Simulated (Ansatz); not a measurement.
# AlN: the cost of one run

Computed with Ansatz 0.2.0 (DFT LDA, scalar-relativistic, plane waves, PAW, unless a step's input says otherwise).

### Step 1. The starting structure

Symmetry: P6_3/mmc, No. 194, hexagonal system. The conventional cell has a = 3.312 Å, b = 3.312 Å, c = 4.188 Å, α = 90.00°, β = 90.00°, γ = 120.00°. Around Al (site symmetry -6m2) lie 5 N at 1.91 to 2.09 Å. N (site symmetry -6m2) has 5 Al at 1.91 to 2.09 Å as nearest neighbours.

As a file:

```xyz
4
Lattice="3.3121 0.0000 0.0000 -1.6561 2.8684 0.0000 0.0000 0.0000 4.1876" Properties=species:S:1:pos:R:3 pbc="T T T"
Al    0.0000    1.9123    3.1407
Al    1.6561    0.9561    1.0469
N     0.0000    1.9123    1.0469
N     1.6561    0.9561    3.1407
```

It goes back to an entry of the Materials Project, which need not be the stable form.

The cell is taken as given, not relaxed at this level.

### Step 2. The scan: rattled cells

All atoms are moved at random with no net shift, in some cells together with a random strain.

### Step 3. Point rms move = 0.333 Å

The input, input.yaml:

```yaml
crystal:
  lattice:
    - [3.375576273, 0.0015933296, -0.0281843949]
    - [-1.6864082726, 2.8520027324, -0.006657928]
    - [-0.035633999, -0.0302932552, 4.2430394457]
  atoms:
    - { symbol: Al, position: [0.458659586, 0.7208913607, 0.7204983735] }
    - { symbol: Al, position: [0.5984847084, 0.4130585559, 0.2347972184] }
    - { symbol: "N", position: [0.3167480597, 0.623949269, 0.2915061583] }
    - { symbol: "N", position: [0.6261076459, 0.2421008144, 0.7531982498] }
basis:
  ecutwfc: 420
kpoints:
  mp_grid: { grid: [12, 12, 6] }
hamiltonian:
  xc: lda
scf:
  occupations: { method: fermi_dirac, width: 0.2 }
output:
  forces: true
  stress: true
  eigenvalues: true
```

The run is started by

```sh
$ ansatz run input.yaml --threads 1 --pin off --max-ram 2560MiB --backend cpu --events-out ev --progress --plain --runs-dir out
```

What time and memory should one allow on 1 thread of Intel Xeon at 2.70GHz, shared host?

About 24 s, with a peak of 0.53 GiB.
